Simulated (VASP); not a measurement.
The system is Mg2Si.

```
CELL_PARAMETERS angstrom
0.00000 3.17969 3.17969
3.17969 0.00000 3.17969
3.17969 3.17969 0.00000
ATOMIC_POSITIONS crystal
Si 0.00000 0.00000 0.00000
Mg 0.25000 0.25000 0.25000
Mg 0.75000 0.75000 0.75000
```

The cell was built by a generator and needn't be a form met in nature.

Base run:

- Program: VASP 6.6.1
- Functional: HSE06
- Potentials or basis: VASP PAW PBE potentials, release 64 (Si, Mg)
- Cutoff: 520 eV
- k mesh: 6 × 6 × 6
- Occupations: gaussian, width 0.02 eV
- Spin: no spin polarisation

Its results: band gap on the k mesh 0.59 eV, indirect (least direct gap 2.47 eV); pressure -0.8 GPa.

Question: The run is repeated on the same cell with these changes: functional from HSE06 to r2SCAN; k mesh from 6 × 6 × 6 to 8 × 8 × 8. What comes out?

Answer: Band gap on the k mesh 0.46 eV, indirect (least direct gap 2.43 eV); pressure -0.9 GPa.

Several settings changed at once, so the effect can't be laid on one alone.

Caveats: the PAW data sets were made with another functional, which shifts forces and pressure a little.
